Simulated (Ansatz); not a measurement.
# Relaxation path: S (fcc type)

DFT, PBE, PAW with Ansatz's default frozen-core files, scalar-relativistic (Ansatz 0.2.0); a Γ-centred 17×17×17 k mesh, Fermi–Dirac smearing of 0.08 eV, no spin polarisation. The run relaxes cell and atoms at a target pressure of 0 GPa.

Command: `ansatz run input.yaml --threads 1 --pin off --max-ram 3584MiB --backend cpu --events-out ev --progress --plain --runs-dir out` It took 3.9 s on 1 thread of Intel(R) Xeon(R) Platinum 8488C (Sapphire Rapids), with other jobs on the host, peak memory 0.33 GiB.

PAW: frozen-core files, cutoff 420 eV; forces are relaxed below 0.005 eV/Å.

Each step lists its free energy a cell above the last geometry, the pressure, the cell vectors (Å), and Cartesian positions (Å) with forces (eV/Å).

The first step:

```
step 1  dF = 16.82 meV  P = -4.55 GPa
  cell 0.0000 2.0408 2.0408  2.0408 0.0000 2.0408  2.0408 2.0408 0.0000
  S 0.0000 0.0000 0.0000   0.0000 0.0000 0.0000
```

Task: Where does the relaxation end, and by which steps?

Result: After 4 geometries, with conventional a, b, c = 3.991, 3.991, 3.991 Å, at 15.887 Å³/atom (-6.54 % against the start) in space group Fm-3m, with a shortest distance of 2.822 Å. The further steps:
```
step 2  dF = 0.22 meV  P = 0.60 GPa
  cell 0.0000 1.9902 1.9902  1.9902 0.0000 1.9902  1.9902 1.9902 0.0000
  S 0.0000 0.0000 0.0000   0.0000 0.0000 0.0000
step 3  dF = 0.00 meV  P = -0.07 GPa
  cell 0.0000 1.9959 1.9959  1.9959 0.0000 1.9959  1.9959 1.9959 0.0000
  S 0.0000 0.0000 0.0000   0.0000 0.0000 0.0000
step 4  dF = 0.00 meV  P = 0.00 GPa
  cell 0.0000 1.9953 1.9953  1.9953 0.0000 1.9953  1.9953 1.9953 0.0000
  S 0.0000 0.0000 0.0000   0.0000 0.0000 0.0000
step 5  dF = 0.05 meV  P = 0.00 GPa  (same geometry on a basis chosen anew; earlier energies don't compare to the last digit)
  cell 0.0000 1.9953 1.9953  1.9953 0.0000 1.9953  1.9953 1.9953 0.0000
  S 0.0000 0.0000 0.0000   0.0000 0.0000 0.0000
```
